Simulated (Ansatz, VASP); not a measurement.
Two plane-wave programs on Ti

```
CELL_PARAMETERS angstrom
4.51529 0.00000 0.00000
-2.25765 3.91036 0.00000
0.00000 0.00000 2.79879
ATOMIC_POSITIONS crystal
Ti 0.00000 0.00000 0.00000
Ti 0.33333 0.66667 0.50000
Ti 0.66667 0.33333 0.50000
```

Alike in both runs: functional PBEsol; k mesh 12 × 12 × 14; occupations gaussian, width 0.1 eV; no spin polarisation.

Ansatz relaxed the structure, and its values are those at the end. VASP's run is a single point on that final structure, the one shown.

|  | VASP | Ansatz |
| --- | --- | --- |
| version | VASP 6.6.1 | Ansatz 0.2.0 |
| potentials or method | VASP PAW PBE potentials, release 64 (Ti_sv) | scalar-relativistic, plane waves, PAW |
| plane-wave cutoff (eV) | 520 | 420 |
| valence electrons in the cell | 36 | 36 |

|  | VASP | Ansatz | Ansatz less VASP |
| --- | --- | --- | --- |
| gap on the k mesh at the Fermi level (eV) | none | none | - |
| pressure (GPa) | -0.2 | 0.0 | +0.18 |

A gap of «none» marks a metal or a gap that the smearing closes.

Caveats: the PAW data sets were made with another functional, which shifts forces and pressure a little (VASP).
